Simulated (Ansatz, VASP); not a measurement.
**Te2Mo: VASP beside Ansatz**

Wanted: the spread between two codes on one cell, functional and k mesh.

Calculated with Ansatz 0.2.0; plane waves, with VASP 6.6.1 beside it; single point at PBEsol.

## 1. The starting structure

The structure is hexagonal, space group P6_3/mmc (No. 194). The conventional cell has a = 3.518 Å, b = 3.518 Å, c = 13.974 Å, α = 90.00°, β = 90.00°, γ = 120.00°. Nearest to Te lie 3 Mo at 2.72 Å. Mo has 6 Te at 2.72 Å nearest. Farther neighbours and most contacts between anions are not listed.

## 2. Ansatz: single point, PBEsol

Ansatz runs on its default PAW (the set named soft_2) files.

With cell and atoms fixed, the geometry can't cause a difference; cores, projectors, grids and the points listed under the comparison can.

input.yaml reads:

```yaml
crystal:
  lattice:
    - [3.5182, 0.0, 0.0]
    - [-1.7591, 3.0468505756, 0.0]
    - [0.0, 0.0, 13.9736]
  atoms:
    - { symbol: Te, position: [0.6666666667, 0.3333333333, 0.379] }
    - { symbol: Te, position: [0.3333333333, 0.6666666667, 0.879] }
    - { symbol: Te, position: [0.6666666667, 0.3333333333, 0.121] }
    - { symbol: Te, position: [0.3333333333, 0.6666666667, 0.621] }
    - { symbol: Mo, position: [0.6666666667, 0.3333333333, 0.75] }
    - { symbol: Mo, position: [0.3333333333, 0.6666666667, 0.25] }
hamiltonian:
  xc: pbesol
  pseudopotentials: { kind: paw }
kpoints:
  mp_grid: { grid: [9, 9, 2] }
scf:
  occupations: { method: gaussian, width: 0.05 }
  n_extra_bands: 5
output:
  forces: true
  stress: true
  eigenvalues: true
```

Launch:

```
$ ansatz run input.yaml --threads 4 --pin off --max-ram 9216MiB --backend cpu --events-out ev --progress --plain --runs-dir out
```

Numbers of over 12 decimals in the logs are rounded to 6 here.

What it wrote:

```text
scf.n_extra_bands = 5 over 46 filled bands (N_el = 92.0): the run solves 51 bands
Engine: ansatz 0.2.0, aarch64-unknown-linux-gnu
Pseudopotentials: kind: paw
Pseudopotential: Te, paw, valence charge 16, recommended cutoff 420 eV (normal), Te.paw.azcp
Pseudopotential: Mo, paw, valence charge 14, recommended cutoff 420 eV (normal), Mo.paw.azcp
Functional definition: PBEsol
  exchange = pbesol_x
  correlation = pbesol_c
Crystal: 6 atoms, lattice volume = 149.789 Å³
Basis set: ecut = 420 eV, 2909 PW (Γ), exchange–correlation on 48×48×192 points (8 copies of the dense FFT grid, shifted against one another)
Bands: 51, of which v1, the nominal top of the filled ones, is band 46 counted from 1 (45 counted from 0)
Symmetry: 24 space group operations
Space group: P63/mmc (ITA 194), of the structure as read, at distance tolerance 5.3e-5 Å
k-points: 24 of 162
Non-local potential: Te, projectors of the file, l = 0: 2, l = 1: 2, l = 2: 2, l = 3: 2
Non-local potential: Mo, projectors of the file, l = 0: 3, l = 1: 2, l = 2: 2, l = 3: 1
PAW form: soft (Blöchl's): semilocal exchange-correlation on the pseudo side does not see the compensation charge
PAW frozen core: Te, regenerated for the run's functional, and the local potential with it (the file was generated under x = pbe(κ = 0.804, μ = 0.219515), c = pbe(β = 0.066725))
PAW frozen core: Mo, regenerated for the run's functional, and the local potential with it (the file was generated under x = pbe(κ = 0.804, μ = 0.219515), c = pbe(β = 0.066725))
PAW one-centre angular grid: Te, 590 points (default); XC on 64 Gauss nodes
PAW one-centre angular grid: Mo, 590 points (default); XC on 64 Gauss nodes
Initial density: superposition of atomic densities (neutral atoms: chi_scale 0, normalization atom), corrected by the library's trained network
Initial wavefunctions: pseudopotential atomic-orbital guess
Functional: x = pbesol(κ = 0.804, μ = 0.123457), c = pbesol(β = 0.046)
SCF iter   1: F=—  HF=-37402.706927 eV  |F-HF|=—  |Δ(HF+E_count)|=         —  Δρ=5.52e-3  dr2=4.00e-2  ethr=1.77e-3  ⟨swp⟩=6.2  Hψ=4595  notcnv=0
preconditioner: auto → Resta (q_TF=auto, 2.515 Å⁻¹)  ε∞=9.3  [insulator: Δε(μ)=0.762 eV  Ē_g=6.311 eV  σ=0.050 eV  W_gap=1.00  n_scr=52 (ndim 8)  ℏωp=18.2 eV  f_vac=0.021  D(μ)=0.00/eV (n_scr^D=0)  ε∞_Penn≈9.3]
SCF iter   2: F=—  HF=-37402.707091 eV  |F-HF|=—  |Δ(HF+E_count)|=   1.64e-4  Δρ=2.83e-3  dr2=8.34e-3  ethr=4.35e-5  ⟨swp⟩=2.0  Hψ=1993  notcnv=0  defer=23
SCF iter   3: F=—  HF=-37402.707977 eV  |F-HF|=—  |Δ(HF+E_count)|=   8.86e-4  Δρ=1.62e-3  dr2=1.87e-3  ethr=9.06e-6  ⟨swp⟩=2.0  Hψ=1468  notcnv=0  defer=23
SCF iter   4: F=—  HF=-37402.708802 eV  |F-HF|=—  |Δ(HF+E_count)|=   8.25e-4  Δρ=4.83e-4  dr2=2.01e-4  ethr=2.03e-6  ⟨swp⟩=2.0  Hψ=1458  notcnv=0  defer=23
SCF iter   5: F=—  HF=-37402.708943 eV  |F-HF|=—  |Δ(HF+E_count)|=   1.41e-4  Δρ=8.88e-5  dr2=2.45e-5  ethr=2.19e-7  ⟨swp⟩=2.0  Hψ=1613  notcnv=0  defer=23
SCF iter   6: F=—  HF=-37402.708977 eV  |F-HF|=—  |Δ(HF+E_count)|=   3.39e-5  Δρ=1.65e-5  dr2=6.29e-7  ethr=2.66e-8  ⟨swp⟩=2.0  Hψ=1593  notcnv=0  defer=23
SCF iter   7: F=-37402.708977 eV  HF=-37402.708977 eV  |F-HF|=2.18e-11  |Δ(HF+E_count)|=   3.37e-7  Δρ=4.28e-6  dr2=3.33e-8  ethr=1.09e-10  ⟨swp⟩=9.6  Hψ=5354  notcnv=0
SCF 1 converged in 7 iterations: F = -37402.708977 eV  dr2 = 3.33e-8
  greatest PAW one-centre occupation: 0.999 electrons in one spin orbital (limit 2), on the Mo atom at site 5 (counted from 0), in its partial waves of l = 0
SCF converged after 7 iterations
Free energy (F): -37402.708977 eV
Harris-Foulkes:  -37402.708977 eV  (|F-HF|=2.18e-11)
Internal energy: -37402.708977 eV  (E = F + TS)
E sigma→0 (E₀):  -37402.708977 eV
Fermi energy:    12.708642 eV
--- Per-component energies (eV) ---
  E_band       = -1153.624075
  E_kinetic    = 1610.297666
  E_local      = -7406.078641  (includes V_loc(G=0)·N_el)
  E_nonlocal   = -939.295401
  E_hartree    = 4135.929940
  E_xc         = -860.270006
  E_vxc        = -876.312867  (∫ρ·V_xc dr)
  E_paw        = -24628.588168  (= ΣΔE_a)
  E_vpaw       = -1814.095959  (= ΣTr[D̂ρ^β])
  E_aug_tail   = -0.000611  (compensation charges beyond the density's cutoff)
  E_ewald      = -9316.621616
  E_core_change = 1.917859  (= ΣΔE_core)
  E_smearing   = -0.000000  (= −TS)
  E_closure    = -0.000000  (closes the sum)
  Σ components = -37402.708977   (vs F -37402.708977, Δ=0.00e0)
--- Forces (eV/Å), atoms counted from 1 ---
  atom   1  Te     0.00000000    -0.00000000    -0.09013543
  atom   2  Te     0.00000000     0.00000000    -0.09013543
  atom   3  Te     0.00000000    -0.00000000     0.09013543
  atom   4  Te     0.00000000     0.00000000     0.09013543
  atom   5  Mo     0.00000000    -0.00000000     0.00000000
  atom   6  Mo     0.00000000     0.00000000     0.00000000
  max |Σ_I F_I| component: 2.78e-17 eV/Å
--- Stress (GPa, compression-positive) ---
       -1.312955       0.000000       0.000000
       -0.000000      -1.312955       0.000000
        0.000000       0.000000      -0.684200
  P = ⅓ Tr σ = -1.1034 GPa (-11.034 kbar)
--- Band table (eV; the first three rows and the last of 24) ---
  k-point 0: bands = [... 42 lower, 11.3157, 11.3157, 12.0138, 12.3317, 15.2347, 15.2347, 15.3670, 15.3670, ... 1 higher]
  k-point 1: bands = [... 42 lower, 11.2981, 11.2981, 12.2517, 12.2517, 15.2723, 15.2723, 15.2723, 15.2723, ... 1 higher]
  k-point 2: bands = [... 42 lower, 11.2576, 11.3092, 12.1445, 12.2299, 14.7198, 14.7351, 14.7550, 14.8548, ... 1 higher]
  k-point 23: bands = [... 42 lower, 10.3428, 10.3428, 12.1078, 12.1078, 13.3011, 13.3011, 13.9386, 13.9386, ... 1 higher]
```

Elapsed: 4.4 s, on 4 threads of Arm Neoverse N1, shared host; peak memory 0.55 GiB.

The column dr2 measures how far the density is from self-consistency, as an energy; F and HF (Harris–Foulkes) agree once it is small.

The run ends at a pressure of -1.10 GPa, with forces up to 0.090 eV/Å.

## 3. VASP: single point, PBEsol

The same cell, functional, mesh and smearing now go to VASP, with its own data sets and cutoff.

Lines of VASP's logs that name or quote its potential files are left out, and so is its time.

INCAR reads:

```
SYSTEM = Te2Mo
PREC = Accurate
ENCUT = 400
EDIFF = 1E-05
NELM = 100
ISMEAR = 0
SIGMA = 0.05
LREAL = .FALSE.
ALGO = Normal
GGA = PS
NBANDS = 32
LASPH = .TRUE.
LORBIT = 11
LWAVE = .FALSE.
LCHARG = .FALSE.
KPAR = 8
```

POSCAR reads:

```
Te2Mo
1.0
    3.5182000000      0.0000000000      0.0000000000
   -1.7591000000      3.0468505756      0.0000000000
    0.0000000000      0.0000000000     13.9736000000
Te Mo
4 2
Direct
    0.6666666667      0.3333333333      0.3790000000
    0.3333333333      0.6666666667      0.8790000000
    0.6666666667      0.3333333333      0.1210000000
    0.3333333333      0.6666666667      0.6210000000
    0.6666666667      0.3333333333      0.7500000000
    0.3333333333      0.6666666667      0.2500000000
```

KPOINTS reads:

```
Automatic mesh
0
Gamma
9 9 2
0 0 0
```

The projector-augmented-wave data sets are Te and Mo_sv (PBE family, release 64).

Launch:

```
$ mpirun -np 8 vasp_std
```

What it wrote:

```text
[banner, memory and clock lines left out]
running    8 mpi-ranks, on    1 nodes
 distrk:  each k-point on    1 cores,    8 groups
 distr:  one band on    1 cores,    1 groups

 POSCAR found type information on POSCAR TeMo
 POSCAR found :  2 types and       6 ions
|                                                                             |
|           W    W    AA    RRRRR   N    N  II  N    N   GGGG   !!!           |
|           W    W   A  A   R    R  NN   N  II  NN   N  G    G  !!!           |
|           W    W  A    A  R    R  N N  N  II  N N  N  G       !!!           |
|           W WW W  AAAAAA  RRRRR   N  N N  II  N  N N  G  GGG   !            |
|           WW  WW  A    A  R   R   N   NN  II  N   NN  G    G                |
|           W    W  A    A  R    R  N    N  II  N    N   GGGG   !!!           |
|                                                                             |
|     For optimal performance we recommend to set                             |
|       NCORE = 2 up to number-of-cores-per-socket                            |
|     NCORE specifies how many cores store one orbital (NPAR=cpu/NCORE).      |
|     This setting can greatly improve the performance of VASP for DFT.       |
|     The default, NCORE=1 might be grossly inefficient on modern             |
|     multi-core architectures or massively parallel machines. Do your        |
|     Unfortunately you need to use the default for GW and RPA                |
|     calculations (for HF NCORE is supported but not extensively tested      |
|     yet).                                                                   |
|                                                                             |

|                                                                             |
|               ----> ADVICE to this user running VASP <----                  |
|                                                                             |
|     You enforced a specific xc type in the INCAR file but a different       |
|     [... a line on the potential file left out ...]
|     I HOPE YOU KNOW WHAT YOU ARE DOING!                                     |
|                                                                             |

 LDA part: xc-table for (Slater+PW92), standard interpolation
 POSCAR, INCAR and KPOINTS ok, starting setup
 FFT: planning ... GRIDC
 FFT: planning ... GRID_SOFT
 FFT: planning ... GRID
 WAVECAR not read
 entering main loop
       N       E                     dE             d eps       ncg     rms          rms(c)
DAV:   1     0.326048752326E+03    0.32605E+03   -0.24321E+04  1888   0.119E+03
DAV:   2    -0.224768085794E+02   -0.34853E+03   -0.33982E+03  1952   0.302E+02
DAV:   3    -0.404459888557E+02   -0.17969E+02   -0.17698E+02  1920   0.584E+01
DAV:   4    -0.408593488512E+02   -0.41336E+00   -0.41182E+00  1888   0.890E+00
DAV:   5    -0.408718493543E+02   -0.12501E-01   -0.12497E-01  2000   0.154E+00    0.228E+01
DAV:   6    -0.399542546495E+02    0.91759E+00   -0.92947E+00  1720   0.152E+01    0.915E+00
DAV:   7    -0.398366926713E+02    0.11756E+00   -0.81896E+00  1672   0.120E+01    0.647E+00
DAV:   8    -0.393956961798E+02    0.44100E+00   -0.16402E+00  1808   0.599E+00    0.316E+00
DAV:   9    -0.393946981778E+02    0.99800E-03   -0.25296E-01  2008   0.226E+00    0.128E+00
DAV:  10    -0.393871940958E+02    0.75041E-02   -0.51294E-02  1808   0.118E+00    0.350E-01
DAV:  11    -0.393873280633E+02   -0.13397E-03   -0.26296E-03  1976   0.251E-01    0.262E-01
DAV:  12    -0.393872510159E+02    0.77047E-04   -0.26679E-04  1824   0.821E-02    0.180E-01
DAV:  13    -0.393872043719E+02    0.46644E-04   -0.14363E-04  2000   0.621E-02    0.754E-02
DAV:  14    -0.393872032272E+02    0.11447E-05   -0.70792E-06  1064   0.119E-02
   1 F= -.39387203E+02 E0= -.39387203E+02  d E =-.250019E-11
```

From OUTCAR (step 3):

```text
ion  position               nearest neighbor table
   1  0.667  0.333  0.379-   6 2.72   6 2.72   6 2.72   3 3.61
   2  0.333  0.667  0.879-   5 2.72   5 2.72   5 2.72   4 3.61
   3  0.667  0.333  0.121-   6 2.72   6 2.72   6 2.72   1 3.61
   4  0.333  0.667  0.621-   5 2.72   5 2.72   5 2.72   2 3.61
   5  0.667  0.333  0.750-   2 2.72   4 2.72   2 2.72   4 2.72   2 2.72   4 2.72
   6  0.333  0.667  0.250-   1 2.72   3 2.72   1 2.72   3 2.72   1 2.72   3 2.72

  LATTYP: Found a hexagonal cell.
 ALAT       =     3.5182000000
 C/A-ratio  =     3.9718037633

 Subroutine GETGRP returns: Found 24 space group operations
 (whereof 12 operations were pure point group operations)

The static configuration has the point symmetry D_3d.
 The point group associated with its full space group is D_6h.

 Found     24 irreducible k-points:

   k-points           NKPTS =     24   k-points in BZ     NKDIM =     24   number of bands    NBANDS=     32

   dimension x,y,z NGX =    24 NGY =   24 NGZ =   96
   dimension x,y,z NGXF=    48 NGYF=   48 NGZF=  192

   ENCUT  =  400.0 eV  29.40 Ry    5.42 a.u.   5.74  5.74 22.79*2*pi/ulx,y,z

   NELECT =      52.0000    total number of electrons

 k-points in reciprocal lattice and weights: Automatic mesh
   0.00000000  0.00000000  0.00000000       0.006
   0.11111111  0.00000000  0.00000000       0.037
   0.22222222 -0.00000000  0.00000000       0.037
   0.33333333  0.00000000  0.00000000       0.037
   0.44444444 -0.00000000  0.00000000       0.037
   0.11111111  0.11111111  0.00000000       0.037
   0.22222222  0.11111111  0.00000000       0.074
   0.33333333  0.11111111  0.00000000       0.074
   0.44444444  0.11111111  0.00000000       0.037
[...]
0.33333333  0.22222222  0.50000000       0.074
   0.33333333  0.33333333  0.50000000       0.012

 average (electrostatic) potential at core
       1 -86.0306       2 -86.0306       3 -86.0306       4 -86.0306       5 -73.2948
       6 -73.2948

 E-fermi :   8.2308

 k-point     1 :       0.0000    0.0000    0.0000
  band No.  band energies     occupation
    ...
     22       6.9549      2.00000
     23       6.9902      2.00000
     24       6.9902      2.00000
     25       7.7038      2.00000
     26       8.0183      2.00000
     27      10.9236      0.00000
     28      10.9236      0.00000
     29      11.0546      0.00000
     30      11.0547      0.00000
     31      11.1539      0.00000
    ...

 k-point     2 :       0.1111    0.0000    0.0000
  band No.  band energies     occupation
    ...
     22       6.7734      2.00000
     23       6.9348      2.00000
     24       6.9861      2.00000
     25       7.8309      2.00000
     26       7.9233      2.00000
     27      10.4031      0.00000
     28      10.4245      0.00000
     29      10.4412      0.00000
     30      10.5429      0.00000
     31      10.7614      0.00000
    ...

 k-point     3 :       0.2222   -0.0000    0.0000
  band No.  band energies     occupation
    ...
     22       6.6689      2.00000
     23       6.7315      2.00000
     24       6.9675      2.00000
     25       7.2428      2.00000
     26       7.3880      2.00000
     27       9.3278      0.00000
     28       9.8543      0.00000
     29       9.9202      0.00000
     30      10.0492      0.00000
     31      10.3780      0.00000
    ...

  Total       -1.3604501     -1.3604501     -0.6801151      0.0000000      0.0000000     -0.0000000
  in kB      -14.5516829    -14.5516829     -7.2746649      0.0000000      0.0000000     -0.0000000
  external PRESSURE =     -12.1260102 kB  Pullay stress =       0.0000000 kB

  energy-cutoff  :      400.00
  volume of cell :      149.79
      direct lattice vectors                 reciprocal lattice vectors
     3.518200000  0.000000000  0.000000000     0.284236257  0.164103880  0.000000000
    -1.759100000  3.046850576  0.000000000     0.000000000  0.328207759  0.000000000
     0.000000000  0.000000000 13.973600000     0.000000000  0.000000000  0.071563520

 POSITION                                       TOTAL-FORCE (eV/Angst)
 -----------------------------------------------------------------------------------
      1.75910      1.01562      5.29599         0.000000     -0.000000     -0.058789
     -0.00000      2.03123     12.28279        -0.000000      0.000000     -0.058789
      1.75910      1.01562      1.69081         0.000000     -0.000000      0.058789
     -0.00000      2.03123      8.67761        -0.000000      0.000000      0.058789
      1.75910      1.01562     10.48020        -0.000000     -0.000000      0.000000
     -0.00000      2.03123      3.49340         0.000000      0.000000      0.000000
 -----------------------------------------------------------------------------------
    total drift:                               -0.000000      0.000000     -0.000000

  FREE ENERGIE OF THE ION-ELECTRON SYSTEM (eV)
  ---------------------------------------------------
  free  energy   TOTEN  =       -39.3872032272 eV

  energy  without entropy=      -39.3872032272  energy(sigma->0) =      -39.38720323

 total charge
# of ion       s       p       d       tot
------------------------------------------
    1        1.386   1.970   0.065   3.421
    2        1.386   1.970   0.065   3.421
    3        1.386   1.970   0.065   3.421
    4        1.386   1.970   0.065   3.421
    5        2.258   6.147   3.991  12.396
    6        2.258   6.147   3.991  12.396
--------------------------------------------------
tot         10.059  20.174   8.241  38.475

[... 3 further parts left out ...]
```

This run has no spin polarisation, so a moment on Mo, if there is one, isn't seen.

## 4. Side by side

Known differences besides the potentials themselves: the data sets hold 92 valence electrons in Ansatz (default PAW (the set named soft_2) files) and 52 in VASP; the cutoff is 420 eV in Ansatz and 400 eV in VASP; Ansatz makes its cores anew for this functional, VASP keeps those of its PBE data sets. Total energies have different zeros and are not compared.

Compared:

| quantity | Ansatz | VASP | difference |
| --- | --- | --- | --- |
| pressure (GPa) | -1.10 | -1.21 | +0.11 |
| gap on the k mesh (eV) | 0.760 | 0.753 | +0.007 |

Forces (eV/Å; atoms numbered as in POSCAR):

| atom | Ansatz x, y, z | VASP x, y, z |
| --- | --- | --- |
| Te1 | 0.000, 0.000, -0.090 | 0.000, 0.000, -0.059 |
| Te2 | 0.000, 0.000, -0.090 | 0.000, 0.000, -0.059 |
| Te3 | 0.000, 0.000, 0.090 | 0.000, 0.000, 0.059 |
| Te4 | 0.000, 0.000, 0.090 | 0.000, 0.000, 0.059 |
| Mo5 | 0.000, 0.000, 0.000 | 0.000, 0.000, 0.000 |
| Mo6 | 0.000, 0.000, 0.000 | 0.000, 0.000, 0.000 |

The forces differ by 15 meV/Å r.m.s., which is 53.3 % of the r.m.s. force of 0.03 eV/Å (both taken over all components). A gap on the mesh is an upper bound, since the band edges may lie between its points. Ansatz's pressure holds a Pulay correction of 0.03 GPa; VASP's holds none.

## 5. What the set-up changes

Further runs change the set-up of one program: Ansatz's method, potentials or start, or VASP's data sets, cutoff or form of LDA. The table gives Ansatz less VASP for each quantity, since a change that brings one quantity closer may part another.

| run | r.m.s. force difference (meV/Å) | pressure (GPa) | gap on the k mesh (eV) |
| --- | --- | --- | --- |
| as above | 15 | 0.11 | 0.0067 |
| cores kept as stored | 14 | 0.13 | 0.0067 |
| Ansatz's larger PAW set (cutoff 640 eV) | 15 | 0.11 | 0.0070 |
| norm-conserving potentials (cutoff 1120 eV) | 11 | 0.13 | 0.0019 |

## 6. Summary of results

```yaml
r_m_s_force_difference_single_point_pbesol: 15 meV/Å
```

What this shows: The r.m.s. force difference is 15 meV/Å (single point, PBEsol), beyond the 12 meV/Å picked in this series as the mark of a large difference. Single point, PBEsol, norm-conserving potentials (cutoff 1120 eV): r.m.s. force difference goes from 15 to 11 meV/Å; the difference in gap on the k mesh goes from 0.0067 to 0.0019 eV. 1 further run of this series is not shown here. How closely two codes agree says nothing of how well the functional describes the real material.

[Lines on the potential files, build, host, timing and source positions are cut from VASP's logs without a mark.]

[Logs are printed without paths, hosts, clocks, repeated set-up lines and the standing remarks that a program may print on its own settings, such as how far it seeks lower states.]

[Hosts, paths, dates, database ids (printed as entryN), source tags and the programs' standing remarks are cut or masked in the printed files.]
